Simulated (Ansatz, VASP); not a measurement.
One calculation of AlN, two programs

```xyz
4
Lattice="3.3549 0.0000 0.0000 -1.6775 2.9054 0.0000 0.0000 0.0000 4.3132" Properties=species:S:1:pos:R:3 pbc="T T T"
Al    0.0000    1.9370    3.2349
Al    1.6775    0.9685    1.0783
N     0.0000    1.9370    1.0783
N     1.6775    0.9685    3.2349
```

Alike in both runs: task single point; functional PBE; k mesh 9 × 9 × 6; occupations gaussian, width 0.05 eV; no spin polarisation.

```csv
,VASP,Ansatz
version,VASP 6.6.1,Ansatz 0.2.0
potentials or method,"VASP PAW PBE potentials, release 64 (Al, N)","scalar-relativistic, plane waves, PAW"
plane-wave cutoff (eV),520,520
valence electrons in the cell,16,16
```

Ansatz gave:

```
gap on the k mesh at the Fermi level (eV)       : 2.79
least direct gap on the mesh (eV)               : 2.79
pressure (GPa)                                  : -9.6
largest component of the traceless stress (GPa) : 0.00
```

Which values does VASP return?

gap on the k mesh at the Fermi level (eV): 2.80; least direct gap on the mesh (eV): 2.80; pressure (GPa): -9.8; largest component of the traceless stress (GPa): 0.09.

A hybrid or GW would open this gap; PBE tends to underestimate it.
